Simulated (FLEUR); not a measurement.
The system is ZrS2.

```
CELL_PARAMETERS angstrom
3.69138 0.00000 0.00000
-1.84569 3.19683 0.00000
0.00000 0.00000 6.04108
ATOMIC_POSITIONS crystal
Zr 0.00000 0.00000 0.00000
S 0.33333 0.66667 0.23791
S 0.66667 0.33333 0.76209
```

The cell is a database's computed one.

Base run:

- Program: FLEUR MaX-R8.1 (later development tree)
- Functional: PBEsol
- Potentials or basis: all-electron
- Basis: FLAPW
- Kmax: 5.08 1/bohr
- k mesh: 8 × 8 × 5
- Occupations: fermi-dirac, width 0.05 eV
- Spin: no spin polarisation

Its results: band gap on the k mesh 0.98 eV, indirect (least direct gap 1.58 eV).

Task: After a change of settings the same cell gave: band gap on the k mesh 1.23 eV, indirect (least direct gap 1.79 eV). Which change was it?
A. functional from PBEsol to AM05
B. functional from PBEsol to PBE
C. functional from PBEsol to LDA
D. functional from PBEsol to RPBE

Result: D.

Not every run made on this cell is shown here.
